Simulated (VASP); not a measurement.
SnO:

```
CELL_PARAMETERS angstrom
3.81370 0.00000 0.00000
0.00000 3.81370 0.00000
0.00000 0.00000 4.88691
ATOMIC_POSITIONS crystal
Sn 0.50000 0.00000 0.76463
Sn 0.00000 0.50000 0.23537
O 0.00000 0.00000 0.00000
O 0.50000 0.50000 0.00000
```

The cell is a database's computed one.

| Quantity | Value |
| --- | --- |
| Program | VASP 6.6.1 |
| Task | relaxation of cell and atoms |
| Functional | optB86b-vdW |
| Potentials or basis | VASP PAW PBE potentials, release 64 (Sn_d, O) |
| Cutoff | 600 eV |
| k mesh | 7 × 7 × 6 |
| Occupations | fermi-dirac, width 0.05 eV |
| Spin | no spin polarisation |

At the start: pressure 1.7 GPa; volume 17.77 Å³/atom.

Question: How do energy, volume and symmetry change on relaxing?

Answer: Over 11 steps the energy falls by 3.2 meV/atom and the volume is 17.63 Å³/atom (-0.8 %); space group P4/nmm (No. 129, to 0.05 Å).

Step by step:
| step | energy change (eV) | largest force (eV/Å) | pressure (GPa) | volume (Å³) |
| --- | --- | --- | --- | --- |
| 1 | 0.0000 | 0.3988 | 1.72 | 71.08 |
| 2 | 0.0000 | 0.3048 | -1.93 | 73.05 |
| 3 | -0.0091 | 0.0400 | -0.19 | 72.05 |
| 4 | -0.0091 | 0.0483 | -0.11 | 72.03 |
| 5 | -0.0097 | 0.0476 | -0.12 | 71.90 |
| 6 | -0.0114 | 0.0499 | -0.05 | 71.51 |
| 7 | -0.0126 | 0.0530 | 0.02 | 70.73 |
| 8 | -0.0123 | 0.0976 | -0.36 | 70.59 |
| 9 | -0.0128 | 0.0044 | -0.13 | 70.67 |
| 10 | -0.0126 | 0.0109 | 0.25 | 70.31 |
| 11 | -0.0128 | 0.0009 | 0.02 | 70.54 |

Final structure:
```
CELL_PARAMETERS angstrom
3.83862 0.00000 0.00000
0.00000 3.83862 0.00000
0.00000 0.00000 4.78711
ATOMIC_POSITIONS crystal
Sn 0.50000 0.00000 0.75776
Sn 0.00000 0.50000 0.24224
O 0.00000 0.00000 0.00000
O 0.50000 0.50000 0.00000
```

Caveat: the PAW data sets were made with another functional, which shifts forces and pressure a little.
